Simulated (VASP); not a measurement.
# MoS2 (P6_3/mmc) in VASP: a series of runs, part 3 of 3

VASP 6.6.1. The steps go on from the part before.

## Step 4: Relaxation of cell and atoms, r2SCAN

Contents of INCAR:

```
  ALGO = Normal
  EDIFF = 1E-6
  EDIFFG = -0.01
  ENCUT = 600
  IBRION = 2
  ISIF = 3
  ISMEAR = 0
  KPAR = 2
  LASPH = T
  LCHARG = F
  LMIXTAU = T
  LREAL = F
  LWAVE = F
  METAGGA = R2SCAN
  NELM = 80
  NSW = 90
  PREC = Accurate
  SIGMA = 0.03
```

Contents of KPOINTS:

```
k-points
0
Gamma
  12 12 3
```

Contents of POSCAR:

```
MoS2
1.0
    3.1690000000      0.0000000000      0.0000000000
   -1.5845000000      2.7444345046      0.0000000000
    0.0000000000      0.0000000000     12.3240000000
Mo S
2 4
Direct
    0.3333333333      0.6666666667      0.2500000000
    0.6666666667      0.3333333333      0.7500000000
    0.3333333333      0.6666666667      0.6230000000
    0.6666666667      0.3333333333      0.1230000000
    0.3333333333      0.6666666667      0.8770000000
    0.6666666667      0.3333333333      0.3770000000
```

Potentials or basis: VASP PAW PBE potentials, release 64 (Mo_sv, S).

The run is started by

```sh
cat potpaw_PBE.64/Mo_sv/POTCAR potpaw_PBE.64/S/POTCAR > POTCAR
mpirun -np 2 vasp_std > vasp.out
```

OUTCAR:

```text
EDIFF = 1E-6
   EDIFFG = -0.01
   ENCUT = 600
   IBRION = 2
   ISIF = 3
   ISMEAR = 0
   LASPH = T
   LREAL = F
   METAGGA = R2SCAN
   NELM = 80
   NSW = 90
   PREC = Accurate

 ion  position               nearest neighbor table
   1  0.333  0.667  0.250-   4 2.41   6 2.41   4 2.41   6 2.41   4 2.41   6 2.41
   2  0.667  0.333  0.750-   3 2.41   5 2.41   3 2.41   5 2.41   3 2.41   5 2.41
   3  0.333  0.667  0.623-   2 2.41   2 2.41   2 2.41
   4  0.667  0.333  0.123-   1 2.41   1 2.41   1 2.41
   5  0.333  0.667  0.877-   2 2.41   2 2.41   2 2.41
   6  0.667  0.333  0.377-   1 2.41   1 2.41   1 2.41

  LATTYP: Found a hexagonal cell.
 ALAT       =     3.1690000000
 C/A-ratio  =     3.8889239508

  Lattice vectors:

 A1 = (   3.1690000000,   0.0000000000,   0.0000000000)
 A2 = (  -1.5845000000,   2.7444345046,   0.0000000000)
 A3 = (   0.0000000000,   0.0000000000,  12.3240000000)

Analysis of symmetry for initial positions (statically):
=====================================================================
 Subroutine PRICEL returns:
 Original cell was already a primitive cell.

 Routine SETGRP: Setting up the symmetry group for a
 hexagonal supercell.

 Subroutine GETGRP returns: Found 24 space group operations
 (whereof 12 operations were pure point group operations)
 out of a pool of 24 trial point group operations.

The static configuration has the point symmetry D_3d.
 The point group associated with its full space group is D_6h.

Analysis of symmetry for dynamics (positions and initial velocities):
=====================================================================
 Subroutine PRICEL returns:
 Original cell was already a primitive cell.

 Routine SETGRP: Setting up the symmetry group for a
 hexagonal supercell.

 Subroutine GETGRP returns: Found 24 space group operations
 (whereof 12 operations were pure point group operations)
 out of a pool of 24 trial point group operations.

The dynamic configuration has the point symmetry D_3d.
 The point group associated with its full space group is D_6h.

 Subroutine INISYM returns: Found 24 space group operations
 (whereof 12 operations are pure point group operations),
 and found     1 'primitive' translations

----------------------------------------------------------------------------------------

                                     Primitive cell

  volume of cell :     107.1832

  direct lattice vectors                    reciprocal lattice vectors
     3.169000000  0.000000000  0.000000000     0.315556958  0.182186895  0.000000000
    -1.584500000  2.744434505  0.000000000     0.000000000  0.364373789  0.000000000
     0.000000000  0.000000000 12.324000000     0.000000000  0.000000000  0.081142486

  length of vectors
     3.169000000  3.169000000 12.324000000     0.364373789  0.364373789  0.081142486

  position of ions in fractional coordinates (direct lattice)
     0.333333333  0.666666667  0.250000000
     0.666666667  0.333333333  0.750000000
     0.333333333  0.666666667  0.623000000
     0.666666667  0.333333333  0.123000000
     0.333333333  0.666666667  0.877000000
     0.666666667  0.333333333  0.377000000

  ion indices of the primitive-cell ions
   primitive index   ion index
                 1           1
                 2           2
                 3           3
[... 72 lines left out ...]
   LASPH  =      T    aspherical Exc in radial PAW
   ENCUT  =  600.0 eV  44.10 Ry    6.64 a.u.   6.33  6.33 24.61*2*pi/ulx,y,z
   NELM   =     80;   NELMIN=  2; NELMDL= -5     # of ELM steps
   EDIFF  = 0.1E-05   stopping-criterion for ELM
   LREAL  =      F    real-space projection
   EDIFFG = -.1E-01   stopping-criterion for IOM
   NSW    =     90    number of steps for IOM
   IBRION =      2    ionic relax: 0-MD 1-quasi-New 2-CG
   NFREE  =      1    steps in history (QN), initial steepest desc. (CG)
   ISIF   =      3    stress and relaxation
   ISYM   =      2    0-nonsym 1-usesym 2-fastsym
   POTIM  = 0.5000    time-step for ionic-motion
   TEBEG  =    0.0;   TEEND  =   0.0 temperature during run
   PSTRESS=    0.0 pullay stress
   NELECT =      52.0000    total number of electrons
   NUPDOWN=      -1.0000    fix difference up-down
   EMIN   =  10.00;   EMAX   =-10.00  energy-range for DOS
   EFERMI =   0.00;   METHOD = LEGACY
   ISMEAR =     0;   SIGMA  =   0.03  broadening in eV -4-tet -1-fermi 0-gaus
   EFERMI_NEDOS =   21; number of points for ismear=-14 and -15
   IALGO  =     38    algorithm
   IMIX   =      4    mixing-type and parameters
     AMIX     =   0.40;   BMIX     =  1.00
     AMIX_MAG =   1.60;   BMIX_MAG =  1.00
  volume/ion in A,a.u.               =      17.86       120.55
  Fermi-wavevector in a.u.,A,eV,Ry     =   1.286373  2.430893 22.514325  1.654756
  Thomas-Fermi vector in A             =   2.418452
   LORBIT       =      0    0 simple, 1 ext, 2 COOP (PROOUT), +10 PAW based schemes
   METAGGA = R2SCAN    functional components
   LHFCALC =     F    Hartree Fock is set to
   AEXX    =    0.0000 exact exchange contribution
   IVDW    =     0    specifies the selected vdW correction
   LEPSILON=     F    determine dielectric tensor
   LRPA    =     F    only Hartree local field effects (RPA)
 conjugate gradient relaxation of ions
 non-spin polarized calculation
 Gauss-broadening in eV      SIGMA  =   0.03
  energy-cutoff  :      600.00
  volume of cell :      107.18
 maximum number of plane-waves:      3603
 NGX is ok and might be reduce to    28
   NGX = 13   NGY = 13   NGZ = 49

--------------------------------------- Ionic step        1  -------------------------------------------

 number of electron      52.0000000 magnetization

 Free energy of the ion-electron system (eV)
  ---------------------------------------------------
  ext. energy  EPLUGINS =         0.00000000
  ---------------------------------------------------
  free energy    TOTEN  =       -90.04024292 eV

  energy without entropy =      -90.04024292  energy(sigma->0) =      -90.04024292

------------------------ aborting loop because EDIFF is reached ----------------------------------------

  FORCE on cell =-STRESS in cart. coord.  units (eV):
  Direction    XX          YY          ZZ          XY          YZ          ZX
  --------------------------------------------------------------------------------------
  -------------------------------------------------------------------------------------
  Total        0.8318549      0.8318549     -0.0283560      0.0000000      0.0000000      0.0000000
  in kB       12.4345874     12.4345874     -0.4238658      0.0000000      0.0000000      0.0000000
  external PRESSURE =       8.1484363 kB  Pullay stress =       0.0000000 kB
[... 101 lines left out ...]
  FREE ENERGIE OF THE ION-ELECTRON SYSTEM (eV)
  ---------------------------------------------------
  free  energy   TOTEN  =       -90.0526197470 eV

  energy  without entropy=      -90.0526197470  energy(sigma->0) =      -90.05261975

[... ionic steps 4 to 11 ...]

--------------------------------------- Ionic step       12  -------------------------------------------

 number of electron      51.9999998 magnetization

------------------------ aborting loop because EDIFF is reached ----------------------------------------
[... 75 lines left out ...]
--------------------------------------- Ionic step       14  -------------------------------------------

 number of electron      51.9999999 magnetization

 Free energy of the ion-electron system (eV)
  ---------------------------------------------------
  ext. energy  EPLUGINS =         0.00000000
  ---------------------------------------------------
  free energy    TOTEN  =       -90.08145237 eV

  energy without entropy =      -90.08145237  energy(sigma->0) =      -90.08145237

 E-fermi :   6.7151     XC(G=0): -11.0509

 val. band max:        6.4924830561   @ k =   0.0000   0.0000   0.0000
 cond. band min:       7.6606122668   @ k =   0.3333   0.3333   0.0000
 fundamental gap:      1.1681292106
 Fermi energy:         6.7151015584

 k-point     1 :       0.0000    0.0000    0.0000
  band No.  band energies     occupation
      1     -56.8871      2.00000
      2     -56.8871      2.00000
      3     -30.2986      2.00000
      4     -30.2986      2.00000
      5     -30.0917      2.00000
      6     -30.0917      2.00000
[... 805 lines left out ...]
     30       8.5704      0.00000
     31       9.5395      0.00000

 [... further k-points ...]

------------------------ aborting loop because EDIFF is reached ----------------------------------------

  FORCE on cell =-STRESS in cart. coord.  units (eV):
  Direction    XX          YY          ZZ          XY          YZ          ZX
  --------------------------------------------------------------------------------------
  -------------------------------------------------------------------------------------
  Total        0.0017336      0.0017336      0.0013963      0.0000000      0.0000000      0.0000000
  in kB        0.0243819      0.0243819      0.0196381      0.0000000      0.0000000      0.0000000
  external PRESSURE =       0.0228006 kB  Pullay stress =       0.0000000 kB
[... 21 lines left out ...]
  FREE ENERGIE OF THE ION-ELECTRON SYSTEM (eV)
  ---------------------------------------------------
  free  energy   TOTEN  =       -90.0814523676 eV

  energy  without entropy=      -90.0814523676  energy(sigma->0) =      -90.08145237

 reached required accuracy - stopping structural energy minimisation
```

It took 46 min on 2 MPI ranks of Intel Xeon 6975P-C (Granite Rapids), shared host; peak memory 0.38 GiB.

Results:

```
Free energy                            : -90.0815 eV
Relaxed volume                         : 18.99 Å³/atom
Relaxed cell                           : a = 3.185 Å, b = 3.185 Å, c = 12.964 Å, α = 90.00°, β = 90.00°, γ = 120.00°
Space group after relaxing (to 0.05 Å) : P6_3/mmc (No. 194)
Energy gained by relaxing              : 6.9 meV/atom
Ionic steps                            : 14
Pressure after relaxing                : 0.0 GPa
Band gap on the k mesh                 : 1.17 eV, indirect (least direct gap 1.73 eV)
```

Step by step:
| step | energy change (eV) | largest force (eV/Å) | pressure (GPa) | volume (Å³) |
| --- | --- | --- | --- | --- |
| 1 | 0.0000 | 0.2397 | 0.81 | 107.18 |
| 2 | -0.0122 | 0.1292 | -0.01 | 108.60 |
| 3 | -0.0124 | 0.1164 | -0.11 | 108.76 |
| 4 | -0.0192 | 0.0335 | 0.34 | 109.08 |
| 5 | -0.0261 | 0.1516 | 1.35 | 109.77 |
| 6 | -0.0286 | 0.1271 | 1.16 | 110.05 |
| 7 | -0.0344 | 0.0544 | 0.63 | 110.90 |
| 8 | -0.0391 | 0.0874 | -0.35 | 112.58 |
| 9 | -0.0391 | 0.0923 | -0.38 | 112.64 |
| 10 | -0.0398 | 0.0774 | -0.28 | 112.81 |
| 11 | -0.0409 | 0.0316 | 0.03 | 113.33 |
| 12 | -0.0409 | 0.0156 | 0.14 | 113.51 |
| 13 | -0.0411 | 0.0089 | 0.08 | 113.68 |
| 14 | -0.0412 | 0.0002 | 0.00 | 113.92 |

Final structure:
```yaml
crystal:
  lattice:
    - [3.18532, 0.00000, 0.00000]
    - [-1.59266, 2.75857, 0.00000]
    - [0.00000, 0.00000, 12.96427]
  atoms:
    - { symbol: Mo, position: [0.33333, 0.66667, 0.25000] }
    - { symbol: Mo, position: [0.66667, 0.33333, 0.75000] }
    - { symbol: S, position: [0.33333, 0.66667, 0.63025] }
    - { symbol: S, position: [0.66667, 0.33333, 0.13025] }
    - { symbol: S, position: [0.33333, 0.66667, 0.86975] }
    - { symbol: S, position: [0.66667, 0.33333, 0.36975] }
```

Levels at points of the mesh, in eV from the valence-band top:
```tsv
k point	band 24	band 25	band 26	band 27	band 28	band 29
(0.00, 0.00, 0.00)	-1.53	-0.89	0.00	2.35	2.35	2.37
(0.50, 0.00, 0.00)	-1.65	-1.26	-1.20	1.79	1.81	2.24
```

Caveat: the PAW data sets were made with another functional, which shifts forces and pressure a little; an odd mesh through Γ misses points on the zone boundary, where band edges often lie. Zero-point motion and thermal expansion aren't in these numbers.

## Step 5: Relaxation of cell and atoms, r2SCAN

This run uses another cell than the first one, of 18.99 Å³/atom, 1.063 times its volume.

Edit INCAR of step 4 so:

```diff
@@ -1,4 +1,4 @@
   ALGO = Normal
-  EDIFF = 1E-6
-  EDIFFG = -0.01
+  EDIFF = 1E-7
+  EDIFFG = -0.005
   ENCUT = 600
```

KPOINTS is that of step 4.

Contents of POSCAR:

```
MoS2                                    
1.0
    3.1853172828     -0.0000000000      0.0000000000
   -1.5926586414      2.7585656860      0.0000000000
   -0.0000000000     -0.0000000000     12.9642686655
  Mo              S             
     2     4
Direct
     0.3333333332999970    0.6666666667000030    0.2500000000000000
     0.6666666667000030    0.3333333332999970    0.7500000000000000
     0.3333333332999970    0.6666666667000030    0.6302507160050531
     0.6666666667000030    0.3333333332999970    0.1302507160050531
     0.3333333332999970    0.6666666667000030    0.8697492839949469
     0.6666666667000030    0.3333333332999970    0.3697492839949470
```

The run is started by

```sh
cat potpaw_PBE.64/Mo_sv/POTCAR potpaw_PBE.64/S/POTCAR > POTCAR
mpirun -np 2 vasp_std > vasp.out
```

Run time: 14 min. Hardware: 2 MPI ranks of Intel Xeon 6975P-C (Granite Rapids), shared host; peak memory 0.36 GiB.

Results (log left out):

| Property | Result |
| --- | --- |
| Free energy | -90.0833 eV |
| Pressure after relaxing | 0.0 GPa |
| Band gap on the k mesh | 1.17 eV, indirect (least direct gap 1.73 eV) |

Final structure:
```
Mo S
1.0
     3.18532    0.00000    0.00000
    -1.59266    2.75857    0.00000
     0.00000    0.00000   12.96427
Mo S
2 4
Direct
  0.33333 0.66667 0.25000
  0.66667 0.33333 0.75000
  0.33333 0.66667 0.63025
  0.66667 0.33333 0.13025
  0.33333 0.66667 0.86975
  0.66667 0.33333 0.36975
```

Levels at points of the mesh, in eV from the valence-band top:
```
           k point  band 23  band 24  band 25  band 26  band 27  band 28  band 29  band 30
(0.00, 0.00, 0.00)    -2.22    -1.53    -0.89     0.00     2.35     2.35     2.37     2.37
(0.50, 0.00, 0.00)    -1.74    -1.65    -1.26    -1.20     1.79     1.81     2.24     2.41
```

Caveat: the relaxation stopped at its first step, so nothing moved; the PAW data sets were made with another functional, which shifts forces and pressure a little; an odd mesh through Γ misses points on the zone boundary, where band edges often lie.
